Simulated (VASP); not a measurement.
# BeTe (F-43m) in VASP: settings compared, part 2 of 2

VASP 6.6.1. Earlier steps stand in the parts before.

## Step 3: Relaxation of cell and atoms, RPBE+D3(BJ)

INCAR reads:

```
SYSTEM = BeTe
PREC = Accurate ; ENCUT = 600
EDIFF = 1E-6 ; ISMEAR = -1
SIGMA = 0.05 ; LREAL = .FALSE.
LASPH = .TRUE. ; NELM = 100
ALGO = Fast ; ISIF = 3
LWAVE = .FALSE. ; LCHARG = .FALSE.
GGA = RP ; IVDW = 12
IBRION = 2 ; NSW = 60
EDIFFG = -0.01
```

KPOINTS reads:

```
regular mesh
0
G
  8 8 8
  0 0 0
```

POSCAR reads:

```
BeTe
1.0
    0.0000000000      2.7700000000      2.7700000000
    2.7700000000      0.0000000000      2.7700000000
    2.7700000000      2.7700000000      0.0000000000
Te Be
1 1
Direct
    0.7500000000      0.7500000000      0.7500000000
    0.0000000000      0.0000000000      0.0000000000
```

Potentials or basis: VASP PAW PBE potentials, release 64 (Te, Be).

Run with:

```bash
$ cat potpaw_PBE.64/Te/POTCAR potpaw_PBE.64/Be/POTCAR > POTCAR
$ mpirun -np 1 vasp_std > vasp.out
```

OUTCAR:

```text
SYSTEM = BeTe
   PREC = Accurate
   ENCUT = 600
   EDIFF = 1E-6
   ISMEAR = -1
   LREAL = .FALSE.
   LASPH = .TRUE.
   NELM = 100
   ISIF = 3
   GGA = RP
   IVDW = 12
   IBRION = 2
   NSW = 60
   EDIFFG = -0.01
 IVDW          = 12

 ion  position               nearest neighbor table
   1  0.750  0.750  0.750-   2 2.40   2 2.40   2 2.40   2 2.40
   2  0.000  0.000  0.000-   1 2.40   1 2.40   1 2.40   1 2.40

  LATTYP: Found a face centered cubic cell.
 ALAT       =     5.5400000000

  Lattice vectors:

 A1 = (   0.0000000000,   2.7700000000,   2.7700000000)
 A2 = (   2.7700000000,   0.0000000000,   2.7700000000)
 A3 = (   2.7700000000,   2.7700000000,   0.0000000000)

Analysis of symmetry for initial positions (statically):
=====================================================================
 Subroutine PRICEL returns:
 Original cell was already a primitive cell.

 Routine SETGRP: Setting up the symmetry group for a
 face centered cubic supercell.

 Subroutine GETGRP returns: Found 24 space group operations
 (whereof 24 operations were pure point group operations)
 out of a pool of 48 trial point group operations.

The static configuration has the point symmetry T_d .

Analysis of symmetry for dynamics (positions and initial velocities):
=====================================================================
 Subroutine PRICEL returns:
 Original cell was already a primitive cell.

 Routine SETGRP: Setting up the symmetry group for a
 face centered cubic supercell.

 Subroutine GETGRP returns: Found 24 space group operations
 (whereof 24 operations were pure point group operations)
 out of a pool of 48 trial point group operations.

The dynamic configuration has the point symmetry T_d .

 Subroutine INISYM returns: Found 24 space group operations
 (whereof 24 operations are pure point group operations),
 and found     1 'primitive' translations

----------------------------------------------------------------------------------------

                                     Primitive cell

  volume of cell :      42.5079

  direct lattice vectors                    reciprocal lattice vectors
     0.000000000  2.770000000  2.770000000    -0.180505415  0.180505415  0.180505415
     2.770000000  0.000000000  2.770000000     0.180505415 -0.180505415  0.180505415
     2.770000000  2.770000000  0.000000000     0.180505415  0.180505415 -0.180505415

  length of vectors
     3.917371568  3.917371568  3.917371568     0.312644550  0.312644550  0.312644550

  position of ions in fractional coordinates (direct lattice)
     0.750000000  0.750000000  0.750000000
     0.000000000  0.000000000  0.000000000

  ion indices of the primitive-cell ions
   primitive index   ion index
                 1           1
                 2           2

----------------------------------------------------------------------------------------

 KPOINTS: regular mesh

Automatic generation of k-mesh.
 Grid dimensions read from file:
 generate k-points for:    8    8    8

 Generating k-lattice:

  Cartesian coordinates                     Fractional coordinates (reciprocal lattice)
    -0.022563177  0.022563177  0.022563177     0.125000000  0.000000000  0.000000000
     0.022563177 -0.022563177  0.022563177     0.000000000  0.125000000  0.000000000
     0.022563177  0.022563177 -0.022563177     0.000000000  0.000000000  0.125000000

  Length of vectors
     0.039080569  0.039080569  0.039080569

  Shift w.r.t. Gamma in fractional coordinates (k-lattice)
     0.000000000  0.000000000  0.000000000

 Subroutine IBZKPT returns following result:
 ===========================================

 Found     29 irreducible k-points:

 Following reciprocal coordinates:
            Coordinates               Weight
  0.000000  0.000000  0.000000      1.000000
  0.125000  0.000000  0.000000      8.000000
  0.250000  0.000000  0.000000      8.000000
  0.375000  0.000000  0.000000      8.000000
  0.500000  0.000000  0.000000      4.000000
  0.125000  0.125000  0.000000      6.000000
[... 16 lines left out ...]
  0.500000  0.250000  0.125000     48.000000
 -0.375000  0.250000  0.125000     24.000000
 [... further k-points ...]
   k-points           NKPTS =     29   k-points in BZ     NKDIM =     29   number of bands    NBANDS=      8
   number of dos      NEDOS =    301   number of ions     NIONS =      2
   total plane-waves  NPLWV =  32768
   dimension x,y,z NGX =    32 NGY =   32 NGZ =   32
   dimension x,y,z NGXF=    64 NGYF=   64 NGZF=   64
   ions per type =               1   1
   NGX,Y,Z   is equivalent  to a cutoff of  13.58, 13.58, 13.58 a.u.
   NGXF,Y,Z  is equivalent  to a cutoff of  27.16, 27.16, 27.16 a.u.
 SYSTEM =  BeTe
   PREC   = accura    normal or accurate (medium, high low for compatibility)
   ISTART =      0    job   : 0-new  1-cont  2-samecut
   ICHARG =      2    charge: 1-file 2-atom 10-const
   ISPIN  =      1    spin polarized calculation?
   LNONCOLLINEAR =      F non collinear calculations
   LSORBIT =      F    spin-orbit coupling
   LASPH  =      T    aspherical Exc in radial PAW
   ENCUT  =  600.0 eV  44.10 Ry    6.64 a.u.   7.82  7.82  7.82*2*pi/ulx,y,z
   NELM   =    100;   NELMIN=  2; NELMDL= -5     # of ELM steps
   EDIFF  = 0.1E-05   stopping-criterion for ELM
   LREAL  =      F    real-space projection
   EDIFFG = -.1E-01   stopping-criterion for IOM
   NSW    =     60    number of steps for IOM
   IBRION =      2    ionic relax: 0-MD 1-quasi-New 2-CG
   NFREE  =      1    steps in history (QN), initial steepest desc. (CG)
   ISIF   =      3    stress and relaxation
   ISYM   =      2    0-nonsym 1-usesym 2-fastsym
   POTIM  = 0.5000    time-step for ionic-motion
   TEBEG  =    0.0;   TEEND  =   0.0 temperature during run
   PSTRESS=    0.0 pullay stress
   NELECT =       8.0000    total number of electrons
   NUPDOWN=      -1.0000    fix difference up-down
   EMIN   =  10.00;   EMAX   =-10.00  energy-range for DOS
   EFERMI =   0.00;   METHOD = LEGACY
   ISMEAR =    -1;   SIGMA  =   0.05  broadening in eV -4-tet -1-fermi 0-gaus
   EFERMI_NEDOS =   21; number of points for ismear=-14 and -15
   IALGO  =     68    algorithm
   IMIX   =      4    mixing-type and parameters
     AMIX     =   0.40;   BMIX     =  1.00
     AMIX_MAG =   1.60;   BMIX_MAG =  1.00
  volume/ion in A,a.u.               =      21.25       143.43
  Fermi-wavevector in a.u.,A,eV,Ry     =   0.938170  1.772885 11.975354  0.880164
  Thomas-Fermi vector in A             =   2.065355
   LORBIT       =      0    0 simple, 1 ext, 2 COOP (PROOUT), +10 PAW based schemes
   GGA     = RP    functional components
   LHFCALC =     F    Hartree Fock is set to
   AEXX    =    0.0000 exact exchange contribution
   IVDW    =    12    specifies the selected vdW correction
   LEPSILON=     F    determine dielectric tensor
   LRPA    =     F    only Hartree local field effects (RPA)
 conjugate gradient relaxation of ions
 non-spin polarized calculation
 RMM-DIIS sequential band-by-band and
  energy-cutoff  :      600.00
  volume of cell :       42.51
 maximum number of plane-waves:      1433
   NGX = 15   NGY = 15   NGZ = 15

--------------------------------------- Ionic step        1  -------------------------------------------

 number of electron       8.0000000 magnetization

 Free energy of the ion-electron system (eV)
  ---------------------------------------------------
  ext. energy  EPLUGINS =         0.00000000
  ---------------------------------------------------
  free energy    TOTEN  =        -6.97043402 eV

  energy without entropy =       -6.97043402  energy(sigma->0) =       -6.97043402

------------------------ aborting loop because EDIFF is reached ----------------------------------------

 Edisp (eV)   -2.72935

 E8    (eV) :    -1.6392
[... 71 lines left out ...]
--------------------------------------- Ionic step        3  -------------------------------------------

 number of electron       8.0000000 magnetization

 Free energy of the ion-electron system (eV)
  ---------------------------------------------------
  ext. energy  EPLUGINS =         0.00000000
  ---------------------------------------------------
  free energy    TOTEN  =        -6.63114976 eV

  energy without entropy =       -6.63114976  energy(sigma->0) =       -6.63114976

 E-fermi :   8.0475     XC(G=0):  -9.6699

 val. band max:        7.2666051828   @ k =   0.0000   0.0000   0.0000
 cond. band min:       8.8314727998   @ k =   0.5000   0.5000   0.0000
 fundamental gap:      1.5648676170
 Fermi energy:         8.0474701819

 k-point     1 :       0.0000    0.0000    0.0000
  band No.  band energies     occupation
      1      -6.2760      2.00000
      2       7.2666      2.00000
      3       7.2666      2.00000
      4       7.2666      2.00000
      5      10.7000      0.00000
      6      10.7000      0.00000
      7      10.7000      0.00000
      8      12.5050      0.00000
[... 243 lines left out ...]
 k-point    24 :      -0.3750    0.2500    0.1250
  band No.  band energies     occupation
      1      -4.1255      2.00000
      2       1.0533      2.00000
      3       3.7122      2.00000
      4       4.8083      2.00000
      5      11.3525      0.00000
      6      11.8896      0.00000
      7      14.4913      0.00000
      8      15.5855      0.00000

 [... further k-points ...]

------------------------ aborting loop because EDIFF is reached ----------------------------------------

 Edisp (eV)   -3.18633

 E8    (eV) :    -1.9243
[... 25 lines left out ...]
  FREE ENERGIE OF THE ION-ELECTRON SYSTEM (eV)
  ---------------------------------------------------
  free  energy   TOTEN  =        -9.8174778096 eV

  energy  without entropy=       -9.8174778064  energy(sigma->0) =       -9.81747781

 reached required accuracy - stopping structural energy minimisation
```

CONTCAR:

```text
BeTe
   1.00000000000000
    -0.0000000000000000    2.6612015765253521    2.6612015765253521
     2.6612015765253521    0.0000000000000000    2.6612015765253521
     2.6612015765253521    2.6612015765253521    0.0000000000000000
  Te              Be
     1     1
Direct
     0.7500000000000000    0.7500000000000000    0.7500000000000000
     0.0000000000000000    0.0000000000000000    0.0000000000000000

  0.00000000E+00  0.00000000E+00  0.00000000E+00
  0.00000000E+00  0.00000000E+00  0.00000000E+00
```

Wall time 20 s (1 thread of Intel Xeon Platinum 8488C (Sapphire Rapids), shared host); peak memory 0.2 GiB.

Results:

```yaml
Free_energy: -9.8175 eV
Relaxed_volume: 18.85 Å³/atom
Relaxed_cell: a = 3.764 Å, b = 3.764 Å, c = 3.764 Å, α = 60.00°, β = 60.00°, γ = 60.00°
Space_group_after_relaxing_to_0.05_Å: F-43m (No. 216)
Energy_gained_by_relaxing: 58.8 meV/atom
Ionic_steps: 3
Pressure_after_relaxing: 0.0 GPa
Band_gap_on_the_k_mesh: 1.56 eV, indirect (least direct gap 3.43 eV)
Dispersion_energy_per_atom: -1.593 eV
```

The path:
| step | energy change (eV) | largest force (eV/Å) | pressure (GPa) | volume (Å³) |
| --- | --- | --- | --- | --- |
| 1 | 0.0000 | 0.0000 | -7.13 | 42.51 |
| 2 | -0.1141 | 0.0000 | 1.57 | 36.95 |
| 3 | -0.1177 | 0.0000 | 0.03 | 37.69 |

Final structure:
```
CELL_PARAMETERS angstrom
0.00000 2.66120 2.66120
2.66120 0.00000 2.66120
2.66120 2.66120 0.00000
ATOMIC_POSITIONS crystal
Te 0.75000 0.75000 0.75000
Be 0.00000 0.00000 0.00000
```

Levels at points of the mesh, in eV from the valence-band top:
```tsv
k point	band 2	band 3	band 4	band 5	band 6	band 7
(0.00, 0.00, 0.00)	0.00	0.00	0.00	3.43	3.43	3.43
(0.50, 0.00, 0.00)	-6.73	-1.45	-1.45	3.58	4.48	4.48
(0.50, 0.50, 0.00)	-6.12	-3.35	-3.35	1.56	2.39	10.86
```

Caveat: the PAW data sets were made with another functional, which shifts forces and pressure a little; spin-orbit coupling is left out, which moves the levels of the heavy elements; the volume moved by -11 % from the deposited cell, more than functionals usually miss. A k mesh can miss the band edges.

## Step 4: Relaxation of cell and atoms, RPBE+D4

INCAR reads:

```
SYSTEM = BeTe
PREC = Accurate ; ENCUT = 600
EDIFF = 1E-7 ; ISMEAR = -1
SIGMA = 0.05 ; LREAL = .False.
LASPH = .True. ; NELM = 80
ALGO = Normal ; ISIF = 3
LWAVE = .False. ; LCHARG = .False.
GGA = RP ; IVDW = 13
IBRION = 2 ; NSW = 40
EDIFFG = -0.01
```

KPOINTS reads:

```
regular mesh
0
Gamma
  8 8 8
  0 0 0
```

POSCAR is that of step 3.

Run with:

```bash
$ cat potpaw_PBE.64/Te/POTCAR potpaw_PBE.64/Be/POTCAR > POTCAR
$ mpirun -np 1 vasp_std > vasp.out
```

It took 17 s on 1 thread of Intel Xeon Platinum 8488C (Sapphire Rapids), shared host; peak memory 0.18 GiB.

It converged, with:

| Property | Result |
| --- | --- |
| Free energy | -8.2654 eV |
| Relaxed volume | 21.52 Å³/atom |
| Relaxed cell | a = 3.934 Å, b = 3.934 Å, c = 3.934 Å, α = 60.00°, β = 60.00°, γ = 60.00° |
| Space group after relaxing (to 0.05 Å) | F-43m (No. 216) |
| Energy gained by relaxing | 0.7 meV/atom |
| Ionic steps | 3 |
| Pressure after relaxing | 0.0 GPa |
| Band gap on the k mesh | 1.97 eV, indirect (least direct gap 3.60 eV) |
| Dispersion energy per atom | -0.638 eV |

Step by step:
```tsv
step	energy change (eV)	largest force (eV/Å)	pressure (GPa)	volume (Å³)
1	0.0000	0.0000	0.82	42.51
2	-0.0013	0.0000	-0.20	43.18
3	-0.0014	0.0000	0.00	43.04
```

Final structure:
```
Te Be
1.0
     0.00000    2.78159    2.78159
     2.78159    0.00000    2.78159
     2.78159    2.78159    0.00000
Te Be
1 1
Direct
  0.75000 0.75000 0.75000
  0.00000 0.00000 0.00000
```

Levels at points of the mesh, in eV from the valence-band top:
```tsv
k point	band 1	band 2	band 3	band 4	band 5	band 6	band 7	band 8
(0.00, 0.00, 0.00)	-12.53	0.00	0.00	0.00	3.60	3.60	3.60	4.18
(0.50, 0.00, 0.00)	-11.09	-5.77	-1.19	-1.19	3.22	4.60	4.60	7.94
(0.50, 0.50, 0.00)	-10.55	-5.32	-2.78	-2.78	1.97	2.65	10.00	10.00
```

Caveat: the PAW data sets were made with another functional, which shifts forces and pressure a little; spin-orbit coupling is left out, which moves the levels of the heavy elements. A k mesh can miss the band edges.

## Step 5: Overview

```csv
level,gap on the mesh (eV),pressure (GPa),relaxed volume (Å³/atom)
RPBE+D3,2.08,0.0,22.44
RPBE+D3(BJ),1.56,0.0,18.85
RPBE+D4,1.97,0.0,21.52
```

Alike in all rows: task relaxation of cell and atoms; potentials or basis VASP PAW PBE potentials, release 64 (Te, Be); no spin polarisation; cell relaxed; k mesh 8 × 8 × 8; cutoff (eV) 600; smearing fermi-dirac 0.05 eV.

Caveats: the PAW data sets were made with another functional, which shifts forces and pressure a little; spin-orbit coupling is left out, which moves the levels of the heavy elements; the volume moved by -11 % from the deposited cell, more than functionals usually miss (some runs).

Absolute energies hang on the potentials; compare differences alone.
